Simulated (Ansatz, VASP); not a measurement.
**One calculation of CdS, two programs**

```
Cd S
1.0
     4.18921    0.00000    0.00000
    -2.09461    3.62796    0.00000
     0.00000    0.00000    6.83781
Cd S
2 2
Cartesian
  0.0000 2.4186 0.0000
  2.0946 1.2093 3.4189
  0.0000 2.4186 2.6326
  2.0946 1.2093 6.0515
```

Change from the starting cell: volume scaled by 1.04.

Alike in both runs: task single point; functional PBE; k mesh 7 × 7 × 4; occupations fermi-dirac, width 0.01 eV; no spin polarisation.

```csv
,VASP,Ansatz
version,VASP 6.6.1,Ansatz 0.2.0
potentials or method,"VASP PAW PBE potentials, release 64 (Cd, S), cutoff 520 eV","all-electron LAPW, scalar-relativistic"
```

|  | VASP | Ansatz | Ansatz less VASP |
| --- | --- | --- | --- |
| gap on the k mesh at the Fermi level (eV) | 1.14 | 1.14 | -0.001 |
| pressure (GPa) | 0.5 | 0.2 | -0.27 |
| largest component of the traceless stress (GPa) | 1.20 | 1.16 | -0.041 |
| rms of the force components (eV/Å) | 0.133 | 0.129 | -0.0038 |

Atom by atom the forces differ by 0.004 eV/Å (rms over components). Ansatz ran all-electron here, so the differences hold the error of VASP's frozen core and of both bases.
